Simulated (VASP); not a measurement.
Input of a VASP 6.6.1 run:

File INCAR:

```
SYSTEM = Te
AGGAC = 0.0 ; ALGO = Fast
EDIFF = 1E-6 ; EDIFFG = -0.003
ENCUT = 400 ; GGA = BO
IBRION = 2 ; ISIF = 3
ISMEAR = 0 ; LASPH = .TRUE.
LCHARG = .FALSE. ; LREAL = .FALSE.
LUSE_VDW = .TRUE. ; LWAVE = .FALSE.
NELM = 80 ; NSW = 40
PARAM1 = 0.1833333333 ; PARAM2 = 0.22
PREC = Accurate ; PSTRESS = 30
SIGMA = 0.03
```

KPOINTS

```
k-points
0
G
  9 9 6
  0 0 0
```

The input POSCAR:

```
Te
1.0
    4.4540000000      0.0000000000      0.0000000000
   -2.2270000000      3.8572771485      0.0000000000
    0.0000000000      0.0000000000      5.9240000000
Te
3
Direct
    0.2690000000      0.0000000000      0.3333333333
    0.0000000000      0.2690000000      0.6666666667
    0.7310000000      0.7310000000      0.0000000000
```

Potentials or basis: VASP PAW PBE potentials, release 64 (Te).

Command:

```sh
$ cat potpaw_PBE.64/Te/POTCAR > POTCAR
$ mpirun -np 1 vasp_std > vasp.out
```

(1) Predict the band gap on the k mesh.

(2) What does it give for the relaxed volume?

(3) Estimate the relaxed cell.

Results:

(1) none (metal or under the smearing width).

(2) 31.79 Å³/atom.

(3) a = 4.281 Å, b = 4.281 Å, c = 6.008 Å, α = 90.00°, β = 90.00°, γ = 120.00°.

Caveat: the cell is relaxed towards a set pressure, so the enthalpy falls and the energy may rise; the PAW data sets were made with another functional, which shifts forces and pressure a little.
